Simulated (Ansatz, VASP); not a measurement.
**F: VASP beside Ansatz**

The input INCAR:

```
ALGO = Normal
EDIFF = 1E-6
ENCUT = 520
GGA = PE
ISIF = 2
ISMEAR = -1
LASPH = True
LCHARG = True
LELF = True
LREAL = False
LVHAR = True
LWAVE = False
NBANDS = 14
NELM = 60
PREC = Accurate
SIGMA = 0.05
```

File KPOINTS:

```
k-points
0
Gamma
  13 13 13
```

The input POSCAR:

```
F
1.0
    0.0000000000      1.8677606485      1.8677606485
    1.8677606485      0.0000000000      1.8677606485
    1.8677606485      1.8677606485      0.0000000000
F
2
Direct
   -0.1250000000     -0.1250000000     -0.1250000000
    0.1250000000      0.1250000000      0.1250000000
```

Input for Ansatz:

```yaml
crystal:
  lattice:
    - [0.0, 1.8677606485, 1.8677606485]
    - [1.8677606485, 0.0, 1.8677606485]
    - [1.8677606485, 1.8677606485, 0.0]
  atoms:
    - { symbol: F, position: [-0.125, -0.125, -0.125] }
    - { symbol: F, position: [0.125, 0.125, 0.125] }
kpoints:
  mp_grid: { grid: [13, 13, 13] }
scf:
  occupations: { method: fermi_dirac, width: 0.05 }
hamiltonian:
  xc: pbe
  pseudopotentials: { kind: all_electron, datasets: crystal }
output:
  forces: true
  stress: true
  eigenvalues: true
```

Change from the starting cell: volume scaled by 0.45, crystal datasets.

Alike in both runs: task single point; functional PBE; k mesh 13 × 13 × 13; occupations fermi-dirac, width 0.05 eV; no spin polarisation.

```csv
,VASP,Ansatz
version,VASP 6.6.1,Ansatz 0.2.0
potentials or method,"VASP PAW PBE potentials, release 64 (F)","all-electron PAW with datasets made for the crystal, scalar-relativistic"
plane-wave cutoff (eV),520,see its input
```

|  | VASP | Ansatz | Ansatz less VASP |
| --- | --- | --- | --- |
| pressure (GPa) | 218.9 | 219.7 | +0.85 |

Ansatz ran all-electron here, so the differences hold the error of VASP's frozen core and of both bases.

Caveats: the cell as given lies far from equilibrium; so large a pressure means that the cell lies far from this level's equilibrium, or that cutoff or potentials fall short (VASP).
